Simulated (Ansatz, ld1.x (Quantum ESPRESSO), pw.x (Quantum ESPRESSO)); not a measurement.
**In (Z = 49): does the RRKJ potential hold in the solid?**

| Quantity | Value |
| --- | --- |
| Element | In (Z = 49) |
| Generator | ld1.x (Quantum ESPRESSO) 7.5 |
| Type | norm-conserving RRKJ (Kleinman–Bylander form) |
| Functional | LDA (PW92) |
| Relativity | scalar-relativistic |
| Frozen core | [Kr] |
| Valence charge | 13 |
| Reference configuration | 4d10 5s2 5p0.5 (charge +0.5) |
| Partial waves | 5p (bound): rc 2.85 bohr; 4d (bound): rc 1.60 bohr; 4f channel at -0.2 Ry: rc 2.35 bohr; 5s (bound): rc 2.00 bohr |
| Local potential | the s channel |
| Core correction | none |

Atomic tests: cutoffs needed: 70 Ry and 80 Ry (the cutoffs (Ry, on a coarse ladder) from which the occupation-weighted sum of valence levels, in a spherical-Bessel basis at the reference potential, stays within 10 and 1 mRy of its value at 400 Ry); ghost test: no extra level below or beside the all-electron valence levels (p, d, f, s tested) (spherical-Bessel basis up to 400 Ry, 20 bohr box); largest excitation error: -95 meV (all-electron minus pseudo) for 4d9 5s0 5p0, out of 7 test configurations.

Crystal test: fcc In in pw.x 7.5, no spin, 12³ k-points, Fermi–Dirac smearing 0.01 Ry, cutoffs 100/400 Ry. The reference is all-electron LAPW (Ansatz 0.2.0) with the same functional, mesh and smearing; V0 and B0 come from Birch–Murnaghan fits to the pressures at five volumes. Errors are pseudo minus all-electron; Δ is the rms difference of the E(V) curves that follow from these fits, minima aligned, over ±6 % about the mean V0. Mesh and smearing are coarse, so the numbers serve the comparison and aren't converged zero-temperature values; the lattice is a test structure that the element need not adopt.

All-electron: a0 = 4.617 Å (V0 = 24.60 Å³/atom), B0 = 49.4 GPa.

**Question.** How far does the potential miss the all-electron equation of state?

**Answer.** mean pressure error (GPa): +0.87; a0 (Å): 4.644; a0 error (%): +0.59; B0 error (%): -2.1; Δ (meV/atom): 4.7. This is a poor potential for the solid.

```tsv
V (Å³/atom)	P all-electron (GPa)	P pseudo (GPa)
23.584	2.33	3.39
24.204	0.84	1.79
24.825	-0.43	0.42
25.446	-1.52	-0.75
26.066	-2.46	-1.75
```

**Question.** At the middle volume, how do free energy and pressure move when the wave cutoff is lowered (ecutrho kept at four times it)?

**Answer.**

```json
{"cutoff (Ry)": "45", "shift of F (meV/atom)": "+7252.6", "shift of P (GPa)": "-251.93"}
{"cutoff (Ry)": "60", "shift of F (meV/atom)": "+277.1", "shift of P (GPa)": "-19.20"}
{"cutoff (Ry)": "80", "shift of F (meV/atom)": "+8.2", "shift of P (GPa)": "-0.01"}
```

The run at the middle volume (72 k-points, 7 iterations) took about 31 s on one core of a shared host (Neoverse-V1, 32 threads, 247 GiB, load 16).
